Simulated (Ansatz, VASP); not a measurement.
Given: the input of a run of VASP 6.6.1 on TiC.

The input INCAR:

```
PREC = Accurate
ENCUT = 520
EDIFF = 1E-7
ISMEAR = -1
SIGMA = 0.05
LREAL = F
LASPH = T
NELM = 60
ALGO = Normal
ISIF = 2
LWAVE = F
LCHARG = F
NBANDS = 15
```

Contents of KPOINTS:

```
Automatic mesh
0
Gamma
  11 11 11
```

The input POSCAR:

```
TiC
1.0
    0.0000000000      2.1215080947      2.1215080947
    2.1215080947      0.0000000000      2.1215080947
    2.1215080947      2.1215080947      0.0000000000
Ti C
1 1
Direct
    0.0000000000      0.0000000000      0.0000000000
    0.5000000000      0.5000000000      0.5000000000
```

Potentials or basis: VASP PAW LDA potentials, release 64 (Ti_sv, C).

The run is started by

```console
$ cat potpaw_LDA.64/Ti_sv/POTCAR potpaw_LDA.64/C/POTCAR > POTCAR
$ mpirun -np 1 vasp_std > vasp.out
```

Question: Set up the same calculation for Ansatz 0.2.0. Potentials there: all-electron LAPW, scalar-relativistic.

Answer: As run (the cutoff follows the program's own potentials):

Contents of input.yaml:

```yaml
crystal:
  lattice:
    - [0.0, 2.1215080947, 2.1215080947]
    - [2.1215080947, 0.0, 2.1215080947]
    - [2.1215080947, 2.1215080947, 0.0]
  atoms:
    - { symbol: Ti, position: [0.0, 0.0, 0.0] }
    - { symbol: C, position: [0.5, 0.5, 0.5] }
kpoints:
  mp_grid: { grid: [11, 11, 11] }
scf:
  occupations: { method: fermi_dirac, width: 0.05 }
hamiltonian:
  xc: lda
  pseudopotentials: { kind: all_electron, lapw: { basis_error: 0.001 } }
output:
  forces: true
  stress: true
  eigenvalues: true
```

Potentials or basis: all-electron LAPW, scalar-relativistic.

Command:

```bash
$ ansatz run input.yaml --threads 1 --pin off --max-ram 3072MiB --backend cpu --events-out ev --progress --plain --runs-dir out
```

Both were run:

|  | VASP | Ansatz | Ansatz less VASP |
| --- | --- | --- | --- |
| gap on the k mesh at the Fermi level (eV) | none | none | - |
| pressure (GPa) | 4.4 | 3.8 | -0.57 |

A gap of «none» marks a metal or a gap that the smearing closes. Ansatz ran all-electron here, so the differences hold the error of VASP's frozen core and of both bases.
